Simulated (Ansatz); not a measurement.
# Elastic constants of LiH (Fm-3m), step by step

```yaml
crystal:
  lattice:
    - [0.00000, 1.99037, 1.99037]
    - [1.99037, 0.00000, 1.99037]
    - [1.99037, 1.99037, 0.00000]
  atoms:
    - { symbol: Li, position: [0.00000, 0.00000, 0.00000] }
    - { symbol: H, position: [0.50000, 0.50000, 0.50000] }
```

Level of theory, where no other is named: PBEsol, all-electron LAPW in Ansatz 0.2.0, scalar-relativistic. k mesh 10×10×10, fixed occupations, basis error target 0.5 meV/atom. The cell was relaxed by PAW under this functional, which moved its volume by -7 % from the database entry's.

The cell is cubic and carries a residual pressure of -0.06 GPa at this level. Each strain component that symmetry leaves independent is applied at ±0.005, the ions relax wherever a strain frees them, and the stress (tension positive, GPa) is read. Shears are engineering strains, γ = 2ε.

```tsv
strain	size	σxx	σyy	σzz	σyz	σxz	σxy
xx	-0.005	-0.4044	0.0039	0.0039	0.0000	0.0000	0.0000
xx	+0.005	0.4965	0.1068	0.1068	0.0000	0.0000	0.0000
yz	-0.005	0.0568	0.0549	0.0549	-0.2420	0.0000	0.0000
yz	+0.005	0.0568	0.0549	0.0549	0.2420	0.0000	0.0000
```

A central difference gives one constant, for example C11 ≈ (0.4965 − (-0.4044))/(0.01) = 90.1 GPa; the program then imposes the crystal's symmetry on the whole matrix.

(1) What are the independent elastic constants?

(2) Do they meet the Born conditions?

(3) What moduli does a random aggregate of grains have?

(4) With the density of 0.837 g/cm³, how fast does sound travel, and what Debye temperature follows?

(5) How far do the constants move if PAW replaces LAPW in the same cell?

(6) How do the constants change if the ions are clamped to the homogeneous strain?

(7) What happens at 10 GPa (cell relaxed there)?

Answers

(1) C11 = 90.1, C12 = 10.3, C44 = 48.4 GPa.

(2) C11 − C12 = 79.8, C11 + 2C12 = 110.7 and C44 = 48.4 GPa must all be positive, so the crystal is elastically stable; that says nothing yet of its phonons.

(3) B = (C11 + 2C12)/3 = 36.9 GPa. G_V = (C11 − C12 + 3C44)/5 = 45.0 and G_R = 5(C11 − C12)C44/(4C44 + 3(C11 − C12)) = 44.6, so G_H = 44.8 GPa. Then E = 9BG/(3B + G) = 95.7 GPa, ν = (3B − 2G)/(6B + 2G) = 0.068 and B/G = 0.82, on the brittle side of Pugh's 1.75 (a rule of thumb, made for metals; it doesn't predict ductility here).

(4) 

```csv
direction,slow (m/s),middle (m/s),fast (m/s)
[100],7605,7605,10375
[110],6905,7605,10854
[111],7146,7146,11009
```

The mean of v⁻³ over directions and branches gives v_m = 7968 m/s and θ_D = (ħ/k_B) v_m (6π²n)^(1/3) = 1192 K, n being atoms per volume. Young's modulus spans 88 to 101 GPa over directions, and the universal anisotropy index is 0.04.

(5) 

```json
{"constant": "C11", "LAPW (GPa)": "90.1", "PAW (GPa)": "90.1", "difference": "0.0"}
{"constant": "C12", "LAPW (GPa)": "10.3", "PAW (GPa)": "10.4", "difference": "0.1"}
{"constant": "C44", "LAPW (GPa)": "48.4", "PAW (GPa)": "48.3", "difference": "-0.1"}
```

(6) None moves by more than 0.3 GPa: by symmetry a homogeneous strain puts no force on these sites.

(7) The volume falls to 0.8221 of its value, and C11 = 165.5, C12 = 19.1, C44 = 59.4 GPa (slopes of the stress), in this structure whether or not another phase takes over.

Limits of these numbers: the frozen-core PAW files of the compared runs were fitted under PBE, their cores solved anew for this functional.
